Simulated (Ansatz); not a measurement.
# A worked fit of the energy against the vacuum, with one run withheld: a (100) slab of LiI (cut from a parent of space group no. 225; 8 atoms in the cell)

```
LiI
1.0
    4.27807     0.00000     0.00000
   -4.27807     4.27807     0.00000
    0.00000     0.00000    39.07511
I Li
4 4
Direct
  0.00000   0.00000   0.38388
  0.00000   0.50000   0.46129
  0.00000   0.00000   0.53871
  0.00000   0.50000   0.61612
  0.00000   0.00000   0.46129
  0.00000   0.50000   0.38388
  0.00000   0.00000   0.61612
  0.00000   0.50000   0.53871
```

Method of the run: PBE (plane waves, PAW; Ansatz, a program for electronic structure).

Base settings: basis.ecutwfc = 420 eV; kpoints.mp_grid.grid = 7 7 1; hamiltonian.xc = pbe; hamiltonian.pseudopotentials = {kind: paw} (the program's default PAW files); scf.occupations.method = fermi_dirac; scf.occupations.width = 0.05 eV.

The last step of the ladder, which sets the zero, is vacuum between outermost atoms (Å) = 30.0.

The starting cell has typed, rounded lattice constants, without a prior relaxation at this level. The slab is cut from that crystal, and its faces are unrelaxed. Its lattice was rescaled by up to half a per cent. Spin polarisation is off, though cut faces can carry moments; a gap of a slab can lie between surface states.

The differences are negative here: closer images bind.

An empirical form: the interaction of two facing surfaces decays exponentially with the gap, by the tails of the wave functions or, on ionic faces, by the in-plane pattern of charges: ln|ΔF| = a + b·d. One k-point is taken across the vacuum.

```
vacuum (Å)  size of F less the last step's (meV/atom)  ln of it
----------  -----------------------------------------  --------
3.0                                             30.32     3.412
4.0                                             11.56     2.448
5.0                                              3.02     1.105
6.0                                                 ?         ?
7.0                                              0.22    -1.514
```

Task: Fit the line to the 4 rows given and predict the withheld one.

Result: Means: x̄ = 4.7500, ȳ = 1.3627. Σ(x − x̄)(y − ȳ) = -10.94 and Σ(x − x̄)² = 8.750, so b = -1.250 and a = ȳ − b·x̄ = 7.3002; the decay length is 0.80 Å. The largest residual of the fitted rows is 0.15. At x = 6.0 the line gives -0.200, that is 0.82 meV/atom. The run gave 0.85 meV/atom, a miss of 0.03 meV/atom (4 %). The table is a window of a longer ladder. The rows were chosen because the form fits them, the withheld one included, so this shows the method and is no test of the form.

Left out of this page: 7 runs of the series outside the window shown, repeating another row's setting, or not comparable.

Keys are those of Ansatz 0.2.
